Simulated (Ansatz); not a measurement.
**Convergence test, Hf3N2**

The calculation used Ansatz, DFT PBEsol, scalar-relativistic, plane waves, PAW.

```
CELL_PARAMETERS angstrom
1.59943 0.92343 7.75484
-1.59943 0.92343 7.75484
0.00000 -1.84686 7.75484
ATOMIC_POSITIONS crystal
Hf 0.77942 0.77942 0.77942
Hf 0.22058 0.22058 0.22058
Hf 0.00000 0.00000 0.00000
N 0.61192 0.61192 0.61192
N 0.38808 0.38808 0.38808
```

```
plane-wave cutoff : 420 eV
Γ-centred k-mesh  : 6×6×6
spin treatment    : unpolarised
```

The atoms stay fixed while the smearing width on a coarse mesh is varied. ΔE is the energy extrapolated to zero smearing, less that of the reference run (12×12×12 Γ-centred mesh, Gaussian smearing 0.1 eV). The cell isn't necessarily relaxed at this level. Spin–orbit coupling is left out. Pressure is positive in compression.

```csv
"rule, width (eV)",ΔE (meV/atom),"ΔF, free energy (meV/atom)",P (GPa),largest change of a force component (eV/Å)
Gaussian 0.01,-1.64,-0.99,-2.38,0.040
Gaussian 0.05,-1.65,-1.23,-2.36,0.034
Gaussian 0.1,?,?,?,?
Gaussian 0.2,-1.77,-4.31,-2.32,0.062
Gaussian 0.4,-1.05,-14.4,-2.32,0.136
```

Task: Fill in the withheld rows.

Result: The withheld rows:

```
rule, width (eV)  ΔE (meV/atom)  ΔF, free energy (meV/atom) P (GPa) largest change of a force component (eV/Å)
    Gaussian 0.1          -1.73                       -1.89    -2.34                                       0.036
```

Cost: 5 runs of about 0.3 core-minutes in all, on Intel Xeon 6975P-C (Granite Rapids) (shared hosts).